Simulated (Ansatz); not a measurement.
# Nb2NS2 MXene monolayer in a perpendicular field, part 2 of 2

Wanted: the out-of-plane response of the Nb2NS2 MXene monolayer. A positive field points along +c.

Ansatz 0.2.0; plane-wave DFT, PBE-D3(BJ), Ansatz PAW (set soft_1); PAW set soft_1.

So far. Step 2 (Relaxing the slab): The lattice constant a goes from 3.079 to 3.273 Å.

### 3. Single point, field 0

A sawtooth potential applies the field, turning back in the middle of the vacuum. With the dipole correction the typed value is the field outside the slab. The induced dipole is small, so the SCF threshold is tight.

The cell differs from the one that the last finished run ended in (c 43.019 → 23.496 Å).

input.yaml

```yaml
crystal:
  lattice:
    - [3.2730532153, 0.0, 0.0]
    - [-1.6365266077, 2.8345472324, 0.0]
    - [0.0, 0.0, 23.4961428548]
  atoms:
    - { symbol: S, position: [0.3333333333, 0.6666666667, 0.3830415935] }
    - { symbol: Nb, position: [0.6666666667, 0.3333333333, 0.45147386] }
    - { symbol: "N", position: [0.0, 0.0, 0.5] }
    - { symbol: Nb, position: [0.3333333333, 0.6666666667, 0.54852614] }
    - { symbol: S, position: [0.6666666667, 0.3333333333, 0.6169584065] }
kpoints:
  mp_grid: { grid: [18, 18, 1] }
  band_path:
    path: [[0, 0, 0], [0.5, 0, 0], [0.33333333, 0.33333333, 0], [0, 0, 0]]
    npoints: 16
hamiltonian:
  xc: pbe
  dispersion: d3bj
  pseudopotentials: { kind: paw, azcp: { folder: soft_1 } }
scf:
  occupations: { method: fermi_dirac, width: 0.02585 }
  convergence: { dr2_threshold: 1.0e-10 }
efield:
  axis: 3
  dipole_correction: true
  ramp_position: 0.97
  ramp_width: 0.06
  amplitude: 0
output:
  dos: { projected: true, e_range: [-6, 5] }
  write_potential: true
  write_density: true
  volumetric_format: npy
  elf: true
```

Started as:

```bash
$ ansatz run input.yaml --threads 2 --pin off --max-ram 3072MiB --backend cpu --events-out ev --progress --plain --runs-dir out
```

Numbers of over 12 decimals in the logs are rounded to 6 here.

Output:

```text
[...]
Crystal: 5 atoms, lattice volume = 217.988 Å³
Basis set: ecut = 420 eV, 4339 PW (Γ)
Bands: 27, of which v1, the nominal top of the filled ones, is band 22 counted from 1 (21 counted from 0)
Symmetry: 6 space group operations
k-points: 37 of 324 (time reversal used)
[...]
SCF iter   1: F=—  HF=-11304.906962 eV  |F-HF|=—  |Δ(HF+E_count)|=         —  Δρ=7.75e-2  dr2=1.86e1  ethr=3.10e-3  p=0.000 e·Å  D=1.52e-14 V/Å  ΔV_dip=-0.00 eV  dr2_dipole=1.23e-7  V_vac-E_F(+/−)=5.80/5.80 eV  ⟨swp⟩=10.5  Hψ=6322  notcnv=0
efield: sawtooth ramp at fractional position 0.9700 (set: `efield.ramp_position`, or a place that a band, a saddle search or an elastic batch's reference lends), width 0.0600; the density the first Hamiltonian is built on has a dipole p = 0.000 e·Å; the dipole correction subtracts the counter field D = 1.52e-14 V/Å, which shifts the + side's vacuum level by -0.00 eV against the − side's; the planar-averaged density in the ramp window peaks in size at 1.9e-6 e/Å³
[...]
SCF iter   2: F=—  HF=-11302.340186 eV  |F-HF|=—  |Δ(HF+E_count)|=    2.57e0  Δρ=7.45e-2  dr2=1.28e1  ethr=3.10e-3  p=-0.000 e·Å  D=-1.29e-4 V/Å  ΔV_dip=0.00 eV  dr2_dipole=3.20e-6  V_vac-E_F(+/−)=4.95/4.95 eV  ⟨swp⟩=5.3  Hψ=3239  notcnv=0  defer=25
[...]
SCF iter  12: F=-11299.928534 eV  HF=-11299.928534 eV  |F-HF|=1.82e-11  |Δ(HF+E_count)|=  9.46e-11  Δρ=1.09e-7  dr2=3.26e-11  ethr=1.00e-12  p=-0.000 e·Å  D=-9.08e-8 V/Å  ΔV_dip=0.00 eV  dr2_dipole=1.96e-13  V_vac-E_F(+/−)=5.39/5.39 eV  ⟨swp⟩=1.4  Hψ=2398  notcnv=0
SCF 1 converged in 12 iterations: F = -11299.928534 eV  dr2 = 3.26e-11
[...]
NSCF: frozen V_eff on 49 k-points
efield: sawtooth ramp at fractional position 0.9700 (kept from the solve that this one continues, or follows in the run), width 0.0600; the density the first Hamiltonian is built on has a dipole p = -0.000 e·Å; the dipole correction subtracts the counter field D = -9.08e-8 V/Å, which shifts the + side's vacuum level by +0.00 eV against the − side's; the planar-averaged density in the ramp window peaks in size at 2.0e-6 e/Å³
WARN: The output density's exchange-correlation potential varies sharply where the density is thin. Do not read a vacuum level from v_tot or v_xc, or from such a field of the output density. On a cell that repeats whose density bears no net charge and no dipole along the vacuum's axis use v_es (v_loc + v_h of the components); under efield.dipole_correction with no amplitude use v_es + v_field, which holds any externa [...]
SCF converged after 12 iterations
Free energy (F): -11299.928534 eV
[...]
Internal energy: -11299.925221 eV  (E = F + TS)
E sigma→0 (E₀):  -11299.926877 eV
Entropy (-TS):   -0.003313 eV (-0.663 meV/atom)
Fermi energy:    1.174975 eV
Dipole field:    D = 0.000000 V/Å  (p = 0.000001 e·Å, saw-weighted, corrected)
Work function:   Φ+ = 5.3947 eV   Φ− = 5.3947 eV
Levels:          The Fermi level and band energies are counted from a zero that moves with the ramp; work functions are not
[...]
--- Band table (eV; the first three rows and the last of 37) ---
  k-point 0: bands = [... 18 lower, -0.1847, -0.1847, 0.4330, 0.4330, 0.8255, 1.9383, 2.2969, 2.2969, ... 1 higher]
  k-point 1: bands = [... 18 lower, -0.4526, -0.3931, 0.3609, 0.6298, 0.9558, 2.0610, 2.2981, 2.3399, ... 1 higher]
  k-point 2: bands = [... 18 lower, -0.7286, -0.6775, 0.0908, 0.8869, 1.2018, 2.1683, 2.5153, 2.5382, ... 1 higher]
  k-point 36: bands = [... 18 lower, -2.3079, -2.3079, 1.0763, 1.0763, 1.5791, 3.3679, 3.3679, 3.7795, ... 1 higher]
```

Wall time 20 s (2 threads of Arm Neoverse V2, shared host); peak memory 0.54 GiB; 40 s of CPU time.

This step gave:

```
energy at zero smearing   : -11299.9269 eV
work function, upper face : 5.395 eV
dipole along the normal   : 5.78e-7 e·Å
```

Running mean over a fixed 2.8 Å (it still follows the layers) of the planar mean; the ramp of the sawtooth is left out. Electron's electrostatic potential energy less the Fermi level against z:

```csv
z (Å),electron's electrostatic potential energy less the Fermi level (eV)
3,5.39
4,5.39
5,5.39
6,5.36
7,4.58
8,0.269
9,-5.03
10,-11.0
11,-12.1
12,-13.6
13,-11.5
14,-8.81
15,-1.87
16,2.68
17,5.23
18,5.39
19,5.39
20,5.39
```

The density of states has structure finer than the step of the table below, so its rows give means over 0.2 eV, whole bins alone (the curve runs from -6 to 1.99 eV). Peaks (eV: height): -5.67: 9.14, -4.76: 9.03, -2.58: 11.1, -2.36: 7.68, 1.22: 7.63, 1.33: 6.22, 1.80: 5.21.

The density of states by energy, zero at the Fermi level; means over each step:

```csv
energy (eV),density of states (states/eV a cell)
-5.8,3.04
-5.6,1.75
-5.4,0.0980
-5.2,1.47
-5.0,3.75
-4.8,5.50
-4.6,3.38
-4.4,1.11
-4.2,2.24
-4.0,3.56
-3.8,2.63
-3.6,3.40
-3.4,3.30
-3.2,4.02
-3.0,4.24
-2.8,4.75
-2.6,6.31
-2.4,4.82
-2.2,2.61
-2.0,2.07
-1.8,2.55
-1.6,1.76
-1.4,1.60
-1.2,1.90
-1.0,1.66
-0.8,0.751
-0.6,1.19
-0.4,1.67
-0.2,1.62
0.0,1.69
0.2,1.53
0.4,1.44
0.6,1.71
0.8,2.10
1.0,3.90
1.2,6.03
1.4,4.60
1.6,2.59
1.8,3.19
```

Projected DOS per atom over height of the atomic layer and energy from the Fermi level. Layers: S Nb N Nb S from below.

Ten even steps from '0' (0.01 states/eV) to '9' (1.97 states/eV), each cell a mean:
```
15051
07170
19391
03030
02020
12021
12021
01010
12021
12021
31013
32023
94149
73137
62026
42024
43034
11011
74147
32023
00000
02920
```
Columns: height of the atomic layer (Å) from 9 to 14.5 (not evenly spaced); rows upwards: energy from the Fermi level (eV) from -5.96 to 1.96.

Electronic bands along the path, in eV, zero at the Fermi level:

```csv
point,band 18,band 19,band 20,band 21,band 22,band 23,band 24,band 25
Γ,-2.38,-1.36,-1.36,-0.74,-0.74,-0.35,0.76,1.12
halfway,-2.62,-2.38,-1.94,-1.92,0.15,0.54,1.08,2.00
M,-2.83,-2.59,-2.36,-1.97,0.88,1.31,1.55,2.18
halfway,-3.48,-3.09,-2.88,-1.30,0.92,0.94,1.59,2.49
K,-3.82,-3.48,-3.48,-0.10,-0.10,0.40,2.19,2.19
halfway,-3.11,-2.60,-2.46,-1.01,-0.68,1.22,1.63,1.96
Γ,-2.38,-1.36,-1.36,-0.74,-0.74,-0.35,0.76,1.12
```

Electrostatic potential energy in the ca plane at fractional y = 0.333, with atoms of Nb and S within 0.2 Å of it. With pseudopotentials it is smooth inside the atoms' cores, unlike the true potential.

Ten even steps from '0' (-43 eV) to '9' (7 eV), each cell a mean:
```
99999999999999999999886423688888876568999999
99999999999999999999973000278888851026999999
99999999999999999999971000068898820204899999
99999999999999999999972000168888830115999999
99999999999999999999985101478888863247999999
99999999999999999998887656788777787789999999
99999999999999999988788888887655789999999999
99999999999999999987788888887655689999999999
99999999999999999998888777888766788899999999
```
Columns run along c (16.0 Å, from fractional 0.08 to 0.76 of the cell; values clipped at the 3rd and 97th percentile), rows up along a (3.3 Å). Atoms in or near the plane, at fractional coordinates: Nb at (0.45, 0.67), S at (0.62, 0.67).

ELF in the ca plane at fractional y = 0.333, with atoms of Nb and S within 0.2 Å of it. It is the smooth field of the valence electrons, not physical close to the nuclei.

Ten even steps from '0' (0.00) to '9' (0.92), each cell a mean:
```
00000000000000001245542454223211478898752000
00000000000000000012214777522223686589975200
00000000000000000000116635722224771059985210
00000000000000000001115756622224773269985200
00000000000000000123433676322212588799863100
00000000000000012466763232233211267887531000
00000000000000024678875212453222123332100000
00000000000000025788886323553233112210000000
00000000000000013678874211343222146654310000
```
Columns run along c (16.0 Å, from fractional 0.08 to 0.76 of the cell), rows up along a (3.3 Å). Atoms in or near the plane, at fractional coordinates: Nb at (0.45, 0.67), S at (0.62, 0.67).

Valence density in the ca plane at fractional y = 0.333, with atoms of Nb and S within 0.2 Å of it. It is the smooth field of the valence electrons, not physical close to the nuclei.

Ten steps, logarithmic in the rise over the least value, from '0' (0.0 e/Å³) to '9' (4.9 e/Å³), each cell a mean:
```
00000000000001233445776443334556543100000000
00000000000000123358998543334666664200000000
00000000000000112369999643334664664210000000
00000000000000122358999643334665664200000000
00000000000001123447887543334566653100000000
00000000000001234444555444444455432100000000
00000000000001345544334455554433321000000000
00000000000002345543334555555333211000000000
00000000000001344444444444554444321000000000
```
Columns run along c (16.0 Å, from fractional 0.14 to 0.82 of the cell), rows up along a (3.3 Å). Atoms in or near the plane, at fractional coordinates: Nb at (0.45, 0.67), S at (0.62, 0.67).

The work function of the upper face is 5.39 eV.

### 4. Atoms held, field 0.1 V/Å

input.yaml: that of step 3 with these lines changed.

```diff
@@ -26,7 +26,6 @@
   dipole_correction: true
-  ramp_position: 0.97
-  ramp_width: 0.06
-  amplitude: 0
+  ramp_position: 0.9468
+  ramp_width: 0.1064
+  amplitude: 0.1
 output:
-  dos: { projected: true, e_range: [-6, 5] }
   write_potential: true
@@ -34,2 +33 @@
   volumetric_format: npy
-  elf: true
```

Output:

```text
[...]
Crystal: 5 atoms, lattice volume = 217.988 Å³
Basis set: ecut = 420 eV, 4339 PW (Γ)
Bands: 27, of which v1, the nominal top of the filled ones, is band 22 counted from 1 (21 counted from 0)
Symmetry: 6 space group operations
k-points: 37 of 324 (time reversal used)
[...]
k-point 0: bands = [... 18 lower, -0.1850, -0.1850, 0.4327, 0.4327, 0.8252, 1.9379, 2.2966, 2.2966, ... 1 higher]
  k-point 1: bands = [... 18 lower, -0.4530, -0.3935, 0.3606, 0.6295, 0.9554, 2.0606, 2.2978, 2.3395, ... 1 higher]
  k-point 2: bands = [... 18 lower, -0.7289, -0.6778, 0.0906, 0.8866, 1.2015, 2.1679, 2.5149, 2.5379, ... 1 higher]
  k-point 36: bands = [... 18 lower, -2.3170, -2.2991, 1.0734, 1.0786, 1.5788, 3.3668, 3.3684, 3.7792, ... 1 higher]
[key lines of the parts left out:]
SCF converged after 12 iterations
Free energy (F): -11299.930430 eV
Fermi energy:    1.174630 eV
Dipole field:    D = 0.031490 V/Å  (p = 0.037935 e·Å, saw-weighted, corrected)
```

Run time: 20 s. Hardware: 2 threads; peak memory 0.52 GiB.

The dipole is 0.0379 e·Å.

### 5. Single point, field -0.1 V/Å

input.yaml: that of step 4 with these lines changed.

```diff
@@ -28,3 +28,3 @@
   ramp_width: 0.1064
-  amplitude: 0.1
+  amplitude: -0.1
 output:
```

Output:

```text
[...]
Crystal: 5 atoms, lattice volume = 217.988 Å³
Basis set: ecut = 420 eV, 4339 PW (Γ)
Bands: 27, of which v1, the nominal top of the filled ones, is band 22 counted from 1 (21 counted from 0)
Symmetry: 6 space group operations
k-points: 37 of 324 (time reversal used)
[...]
k-point 0: bands = [... 18 lower, -0.1850, -0.1850, 0.4327, 0.4327, 0.8252, 1.9379, 2.2966, 2.2966, ... 1 higher]
  k-point 1: bands = [... 18 lower, -0.4530, -0.3935, 0.3606, 0.6295, 0.9554, 2.0606, 2.2978, 2.3395, ... 1 higher]
  k-point 2: bands = [... 18 lower, -0.7289, -0.6778, 0.0906, 0.8866, 1.2015, 2.1679, 2.5149, 2.5379, ... 1 higher]
  k-point 36: bands = [... 18 lower, -2.3170, -2.2991, 1.0734, 1.0786, 1.5788, 3.3668, 3.3684, 3.7792, ... 1 higher]
[key lines of the parts left out:]
SCF converged after 12 iterations
Free energy (F): -11299.930430 eV
Fermi energy:    1.174630 eV
Dipole field:    D = -0.031489 V/Å  (p = -0.037935 e·Å, saw-weighted, corrected)
```

Run time: 19 s. Hardware: 2 threads; peak memory 0.52 GiB; 38 s of CPU time.

The dipole is -0.0379 e·Å.

### 6. Response, atoms held

This step: plane-wave DFT, PBE-D3(BJ), Ansatz PAW (set soft_1); response to a field along the normal, atoms held; PAW set soft_1 (Ansatz 0.2.0).

The dipoles give the slope, and the difference of two potentials shows where the field is screened.

This step gave:

* equivalent conductor thickness p/(ε₀AE): 7.399 Å
* distance between the outer atoms: 5.496 Å

Table of dipole of the cell by applied field:

```csv
applied field (V/Å),dipole of the cell (e·Å)
-0.1000,-0.0379
0.0000,5.8e-7
0.1000,0.0379
```

Local field over the applied field, running mean. From the potentials at -0.1 and 0.1 V/Å; running mean over 2.5 Å. Table of local field over applied field by z:

z (Å), local field over applied field and a bar:
```
      4.5      0.999 ##############################
      5.0      0.997 ##############################
      5.5      0.992 ##############################
      6.0      0.975 #############################
      6.5      0.931 ############################
      7.0      0.833 #########################
      7.5      0.680 ####################
      8.0      0.502 ###############
      8.5      0.321 #########
      9.0      0.172 #####
      9.5      0.081 ##
     10.0      0.040 #
     10.5      0.025 
     11.0      0.025 
     11.5      0.024 
     12.0      0.024 
     12.5      0.025 
     13.0      0.025 
     13.5      0.040 #
     14.0      0.081 ##
     14.5      0.173 #####
     15.0      0.323 #########
     15.5      0.504 ###############
     16.0      0.681 ####################
     16.5      0.834 #########################
     17.0      0.931 ############################
     17.5      0.976 #############################
     18.0      0.992 ##############################
     18.5      0.997 ##############################
     19.0      0.999 ##############################
```

Electrons, planar mean, per unit field. Table of induced electron density by z:

z (Å), induced electron density (e/Å³ per V/Å) and a bar from the least value:
```
      4.5    0.00000 ###############
      5.0    0.00001 ###############
      5.5    0.00003 ###############
      6.0    0.00011 ###############
      6.5    0.00033 ################
      7.0    0.00092 ###################
      7.5    0.00223 ########################
      8.0    0.00367 ##############################
      8.5    0.00232 ########################
      9.0    0.00100 ###################
      9.5    0.00047 #################
     10.0   -0.00078 ############
     10.5    0.00041 #################
     11.0    0.00009 ###############
     11.5    0.00008 ###############
     12.0   -0.00008 ###############
     12.5   -0.00010 ###############
     13.0   -0.00040 #############
     13.5    0.00078 ##################
     14.0   -0.00048 #############
     14.5   -0.00100 ###########
     15.0   -0.00234 #####
     15.5   -0.00367 
     16.0   -0.00221 ######
     16.5   -0.00091 ###########
     17.0   -0.00033 ##############
     17.5   -0.00011 ###############
     18.0   -0.00003 ###############
     18.5   -0.00001 ###############
     19.0    0.00000 ###############
```

By hand: between -0.1 and 0.1 V/Å the dipole changes by 0.07587 e·Å, a slope of 0.3793 e·Å²/V. A perfect conductor of thickness t has p = ε₀AEt, so t = 180.95 × 0.3793 / 9.278 = 7.40 Å (e/ε₀ = 180.95 V·Å, A in Å²).

The induced dipole is that of a conductor 7.40 Å thick.

### 7. Results

| Quantity | Value |
| --- | --- |
| gap without field | none |
| work function, upper face | 5.39 eV |
| equivalent conductor thickness, atoms held | 7.40 Å |

What this shows: The induced dipole equals that of a perfect conductor 7.40 Å thick, while the outer atoms lie 5.50 Å apart. There is no gap over 0.03 eV, with or without the field. The first relaxation ran with spin and lost its moment, and the later runs have none; other magnetic states were not tried. Spin-orbit coupling is left out. The MXene's terminations sit over the metal atoms of its far layer; the site over carbon or nitrogen, which some compounds prefer, was not run.

[Logs are printed without paths, hosts, clocks, repeated set-up lines and the standing remarks that a program may print on its own settings, such as how far it seeks lower states.]

[Hosts, paths, dates, database ids (printed as entryN), source tags and the programs' standing remarks are cut or masked in the printed files.]

[Maps of the electrostatic potential energy from Ansatz leave out the sawtooth potential of an applied field or a dipole correction, so their vacuum need not be flat; planar profiles and work functions include it.]

[The density of states shown here was stored with 400 of the rows of the run's finer table, so its peaks can read low, often by over a quarter, or be missed, and its means over a window can be off by a tenth or more.]
